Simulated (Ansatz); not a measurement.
## Deforming Hf

```yaml
crystal:
  lattice:
    - [-1.77360, 1.77360, 1.77360]
    - [1.77360, -1.77360, 1.77360]
    - [1.77360, 1.77360, -1.77360]
  atoms:
    - { symbol: Hf, position: [0.00000, 0.00000, 0.00000] }
```

The cell was built from the bcc type and relaxed in the same program, and has space group Im-3m; it needn't be a known or the stable phase.

No spin–orbit coupling, which matters for the heavy atoms here.

Computed with DFT, PBE, all-electron PAW with datasets made for the crystal, scalar-relativistic (Ansatz 0.2.0).

The runs use a Γ-centred 16×16×16 k mesh, Fermi–Dirac smearing of 0.08 eV, cutoff 400 eV (chosen by the program for this cell), no spin polarisation.

The unchanged cell is at 0.02 GPa.

In a metal, stresses and small energies carry noise from the k mesh.

x, y and z are the Cartesian axes of the cell as listed; fractional coordinates follow a strain, and an engineering shear is twice the off-diagonal strain component.

With z strained by -1.5 % at fixed volume: energy change under 1 meV/atom; stress change (xx, yy, zz, yz, xz, xy) 0.37, 0.37, -0.62, 0.00, 0.00, 0.00 GPa, compression positive.

With z strained by -4 % at fixed volume: energy change -8 meV/atom; stress change (xx, yy, zz, yz, xz, xy) 1.20, 1.20, -1.91, 0.00, 0.00, 0.00 GPa, compression positive.
